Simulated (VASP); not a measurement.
# Bi: restarted molecular dynamics, 2 variants

Bi, I4/mcm (no. 140), 8 atoms in the cell. PBE, molecular dynamics; PAW potentials Bi (PBE set).

| Restart from | Temperature at the end (K) | The same without a restart (K) | Potential energy at the end (eV/atom) | The same without a restart (eV/atom) | Electronic steps in the first step after the restart | Time (s) |
|---|---|---|---|---|---|---|
| CONTCAR with velocities, WAVECAR read | 419.0 | 419.0 | -3.60913 | -3.60913 | 4 | 237 |
| CONTCAR with velocities, no WAVECAR | 419.0 | 419.0 | -3.60913 | -3.60913 | 16 | 233 |

Limits: 240 fs of 8 atoms are too short for converged averages; the cell is only 4.1 Å across, so each atom moves in step with near copies of itself.

## Input of the first row

INCAR.step1:
```
  ALGO = Fast
  EDIFF = 1E-6
  ENCUT = 200
  GGA = PE
  IBRION = 0
  ISIF = 2
  ISMEAR = -1
  ISYM = 0
  KPAR = 2
  LASPH = True
  LCHARG = False
  LREAL = Auto
  LWAVE = True
  MDALGO = 2
  NELM = 60
  NELMIN = 4
  NSW = 30
  POTIM = 4.0
  PREC = Normal
  RANDOM_SEED = 479368 0 0
  SIGMA = 0.05
  SMASS = 0
  TEBEG = 600
```

INCAR.step2, as INCAR.step1 but for:
```
- LWAVE = True
+ LWAVE = False
```

KPOINTS:
```
k-points
0
Gamma
  2 2 3
```

POSCAR.step1:
```
Bi
1.0
    8.8994960000      0.0000000000      0.0000000000
    0.0000000000      8.8994960000      0.0000000000
    0.0000000000      0.0000000000      4.1312640000
Bi
8
Direct
    0.8543445000      0.6456555000      0.0000000000
    0.1456555000      0.3543445000      0.0000000000
    0.1456555000      0.6456555000      0.5000000000
    0.8543445000      0.3543445000      0.5000000000
    0.3543445000      0.1456555000      0.5000000000
    0.6456555000      0.8543445000      0.5000000000
    0.6456555000      0.1456555000      0.0000000000
    0.3543445000      0.8543445000      0.0000000000
```

Commands (each step's output is kept before the next begins):
```
cat potpaw_PBE.64/Bi/POTCAR > POTCAR
cp INCAR.step1 INCAR
cp POSCAR.step1 POSCAR
mpirun -np 2 vasp_std > vasp.out
cp CONTCAR POSCAR
cp INCAR.step2 INCAR
mpirun -np 2 vasp_std > vasp.out
```

Changes of the last row against the first:
```
(step 1)
- LWAVE = True
+ LWAVE = False
```

VASP 6.6.1 took 237 s on 2 cores (Intel Xeon Platinum 8375C @ 2.90GHz (Ice Lake)), a shared host.
